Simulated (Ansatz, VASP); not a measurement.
**KCl in VASP and in Ansatz**

Contents of INCAR:

```
SYSTEM = KCl
PREC = Accurate ; ENCUT = 520
EDIFF = 1E-6 ; ISMEAR = 0
SIGMA = 0.01 ; LREAL = .False.
LASPH = .True. ; NELM = 100
ALGO = Normal ; ISIF = 2
LWAVE = .False. ; LCHARG = .False.
NBANDS = 15
```

The input KPOINTS:

```
regular mesh
0
Gamma
  6 6 6
  0 0 0
```

POSCAR

```
KCl
1.0
    0.0000000000      3.5341000000      3.5341000000
    3.5341000000      0.0000000000      3.5341000000
    3.5341000000      3.5341000000      0.0000000000
K Cl
1 1
Direct
    0.0000000000      0.0000000000      0.0000000000
    0.2500000000      0.2500000000      0.2500000000
```

Input for Ansatz:

```yaml
crystal:
  lattice:
    - [0.0, 3.5341, 3.5341]
    - [3.5341, 0.0, 3.5341]
    - [3.5341, 3.5341, 0.0]
  atoms:
    - { symbol: K, position: [0.0, 0.0, 0.0] }
    - { symbol: Cl, position: [0.25, 0.25, 0.25] }
basis:
  ecutwfc: 420
kpoints:
  mp_grid: { grid: [6, 6, 6] }
hamiltonian:
  xc: lda
scf:
  occupations: { method: gaussian, width: 0.01 }
  n_extra_bands: 12
output:
  eigenvalues: true
  optics: { e_range: [0, 14], sigma: 0.1, nscf_kmesh: { grid: [10, 10, 10] } }
```

Alike in both runs: task single point; functional LDA; k mesh 6 × 6 × 6; occupations gaussian, width 0.01 eV; no spin polarisation.

```csv
,VASP,Ansatz
version,VASP 6.6.1,Ansatz 0.2.0
potentials or method,"VASP PAW LDA potentials, release 64 (K_sv, Cl)","scalar-relativistic, plane waves, PAW"
plane-wave cutoff (eV),520,420
valence electrons in the cell,16,16
```

VASP gave:

- gap on the k mesh at the Fermi level (eV): 4.43
- least direct gap on the mesh (eV): 4.47

Question: What did Ansatz give for the same quantities?

Answer: gap on the k mesh at the Fermi level (eV): 4.43; least direct gap on the mesh (eV): 4.46.

A k mesh can miss the band edges.
